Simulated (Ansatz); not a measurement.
# Rocksalt KBr, cell of 2 atoms

What do PBEsol, HSE06 and r²SCAN give for the perfect crystal in this cell, and at what cost?

Program: Ansatz 0.2.0, PAW, plane waves. These are calculated values, not measurements.

### 1 The system as built

2 atoms (1 K, 1 Br); a = 4.632 Å, b = 4.632 Å, c = 4.632 Å, α = 60.00°, β = 60.00°, γ = 60.00°.

Plan of the steps: (2) PBEsol single point at a 6×6×6 mesh, on 1 × NVIDIA GB300 with 8 threads of Arm Neoverse-V2; (3) HSE06 single point at a 6×6×6 mesh, on 1 × NVIDIA GB300 with 8 threads of Arm Neoverse-V2; (4) r²SCAN single point at a 6×6×6 mesh, on 1 × NVIDIA GB300 with 8 threads of Arm Neoverse-V2.

As a file:

```cif
data_structure
_symmetry_space_group_name_H-M 'P 1'
_symmetry_Int_Tables_number 1
_cell_length_a 4.6315
_cell_length_b 4.6315
_cell_length_c 4.6315
_cell_angle_alpha 60.000
_cell_angle_beta 60.000
_cell_angle_gamma 60.000
_cell_volume 70.25
loop_
_atom_site_label
_atom_site_type_symbol
_atom_site_fract_x
_atom_site_fract_y
_atom_site_fract_z
_atom_site_occupancy
K1 K 0.00000 0.00000 0.00000 1
Br1 Br 0.50000 0.50000 0.50000 1
```

### 2 PBEsol single point

Input file in.yaml:

```yaml
crystal:
  lattice:
    - [0.000000, 3.275000, 3.275000]
    - [3.275000, 0.000000, 3.275000]
    - [3.275000, 3.275000, 0.000000]
  atoms:
    - { symbol: K, position: [0.000000, 0.000000, 0.000000] }
    - { symbol: Br, position: [0.500000, 0.500000, 0.500000] }
kpoints:
  mp_grid: { grid: [6, 6, 6] }
  band_path: { path: [VBM, CBM], npoints: 2 }
hamiltonian:
  xc: pbesol
scf:
  occupations: { method: fermi_dirac, width: 0.01 }
output:
  forces: true
  eigenvalues: true
  stress: true
  populations: true
```

### 3 HSE06 on the same atoms

in.yaml: that of step 2 with these lines changed.

```diff
@@ -12,3 +12,3 @@
 hamiltonian:
-  xc: pbesol
+  xc: hse06
 scf:
@@ -18,3 +18,2 @@
   eigenvalues: true
-  stress: true
   populations: true
```

### 4 Single point with r²SCAN

in.yaml: that of step 3 with these lines changed.

```diff
@@ -12,3 +12,3 @@
 hamiltonian:
-  xc: hse06
+  xc: r2scan
 scf:
```

What does the calculation give? Wanted: for each run, top filled to lowest empty; gap over the zone; energy; pressure.

**Answer**, as computed:

| level | time | top filled to lowest empty (eV) | gap over the zone (eV) | energy (eV/atom) | pressure (GPa) |
| --- | --- | --- | --- | --- | --- |
| PBEsol | 1.8 s (GPU) | 4.34 | 4.34 | -2127.9921 | 0.00 |
| HSE06 | 12 s (GPU) | 5.67 | 5.67 | -2163.6987 | - |
| r²SCAN | 2 s (GPU) | 5.14 | 5.14 | -2169.6553 | - |

**Reading.** At the same k points, PBEsol gives a spacing 1.33 eV smaller and r²SCAN gives a spacing 0.53 eV smaller than the 5.67 eV of HSE06. Spin–orbit coupling is left out, which matters for the band edges of the heavier elements here.
